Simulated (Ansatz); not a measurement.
The system is Cu.

```
CELL_PARAMETERS angstrom
-1.44279 1.44279 1.37608
1.44279 -1.44279 1.37608
1.44279 1.44279 -1.37608
ATOMIC_POSITIONS crystal
Cu 0.00000 0.00000 0.00000
```

This isn't the form of Cu at room conditions, which is fcc.

Base run:

```yaml
Program: Ansatz 0.2.0
Functional: LDA
Potentials_or_basis: all-electron LAPW, scalar-relativistic
Cutoff: 322 eV (chosen from the basis error)
Basis_error_allowed: 0.001 eV/atom
k_mesh: 13 × 13 × 13
Occupations: fermi-dirac, width 0.05 eV
Spin: no spin polarisation
```

Its results: pressure -7.8 GPa.

**Question.** The run is repeated on the same cell with these changes: functional from LDA to PBEsol. What comes out?

**Answer.** Pressure -1.4 GPa.

PBEsol binds less tightly than LDA, so the same cell stands under more pressure.
